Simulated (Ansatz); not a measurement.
A AgCl cell: a packing that fell into a crystal (F222 at 0.1 Å).

```
Ag Cl
1.0
     5.63996   -1.34585    1.35457
    -1.27203    7.27440   -0.42884
     1.23800   -0.42908    7.36432
Ag Cl
5 5
Cartesian
  0.6422 6.3702 3.0307
  0.0326 2.3636 1.5412
  2.5321 3.1049 4.9248
  4.4167 -0.1491 6.8710
  3.7948 4.2856 0.9610
  3.3020 2.1945 7.2682
  4.5676 3.3648 3.3003
  3.9546 -0.6521 1.8304
  0.8053 1.4400 3.8723
  1.4355 5.4536 5.3569
```

All numbers below come from DFT PBE, scalar-relativistic, plane waves, PAW in Ansatz 0.2.0.

Cutoff 420 eV; k points 5×4×4 on the computed 10-atom cell (Γ-centred); Gaussian smearing, width 0.02 eV; no spin polarisation.

Describe its local order.

Counting as bonded all pairs within 1.2 times the summed covalent radii, but none from a metal cation to another cation:

```
atom → neighbour mean count mean length (Å) spread (Å)
         Ag → Cl        4.00             2.62        0.00
         Cl → Ag        4.00             2.62        0.00
```

Angles between all pairs of such bonds at an atom (mean ± spread): 110 ± 1° at Ag, 110 ± 1° at Cl.

Does it have a gap?

It has a gap on the mesh of 1.27 eV. Levels at Γ next to the Fermi level (eV from it): -1.54, -1.52, -1.51, -0.69, -0.66, -0.64, 0.64, 4.37, 4.37, 4.38, 4.39, 5.52. It lies 0.48 eV/atom below the elements' standard states (static lattices, no corrections for gases).

The gap is read on a mesh, which can miss the band edges, so it can be too wide.

This zinc-blende form isn't the usual stable structure of the compound.

Cost: 2 runs of about 28 core-minutes in all (earlier runs that led there not counted), on Arm Neoverse N1 (shared hosts).